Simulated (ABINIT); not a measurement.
**Cr: single point with PBE**

The system is Cr.

```
Cr
1.0
    -1.48445    1.48445    1.48445
     1.48445   -1.48445    1.48445
     1.48445    1.48445   -1.48445
Cr
1
Direct
  0.00000 0.00000 0.00000
```

```
Program             : ABINIT 10.8.3 (patched build)
Task                : single point
Functional          : PBE
Potentials or basis : JTH PAW PBE v2.0
Cutoff              : 626 eV
k mesh              : 12 × 12 × 12
Occupations         : cold (ABINIT), width 0.1 eV
Spin                : collinear spin, ferromagnetic start
Starting moments    : [3.0] μB
Fine-grid cutoff    : 1224.51 eV
```

```json
{
  "Pressure": "-25.1 GPa",
  "Band gap on the k mesh": "none (metal or under the smearing width)",
  "Net moment": "0.00 μB per cell",
  "Valence electrons inside the program's atomic spheres": "Cr 12.06 (radii [1.1156] Å)"
}
```

Levels at points of the mesh, in eV from the Fermi level:
Spin up:
```tsv
k point	band 4	band 5	band 6	band 7	band 8	band 9	band 10	band 11
(0.00, 0.00, 0.00)	-42.81	-7.57	-0.74	-0.74	-0.74	1.02	1.02	21.52
(0.50, 0.00, 0.00)	-42.81	-3.88	-2.05	0.95	1.00	1.30	2.43	8.37
(0.50, 0.50, 0.50)	-43.24	-3.60	-3.60	2.10	2.10	2.10	9.64	9.64
```
Spin down:
```
           k point  band 4  band 5  band 6  band 7  band 8  band 9  band 10  band 11
(0.00, 0.00, 0.00)  -42.81   -7.57   -0.74   -0.74   -0.74    1.02     1.02    21.52
(0.50, 0.00, 0.00)  -42.81   -3.88   -2.05    0.95    1.00    1.30     2.43     8.37
(0.50, 0.50, 0.50)  -43.24   -3.60   -3.60    2.10    2.10    2.10     9.64     9.64
```

Run time: 39 s on 1 thread of Arm Neoverse V1, on a shared host, peak memory 0.12 GiB.

Caveat: the starting moments collapsed, and a magnetic state may lie lower.
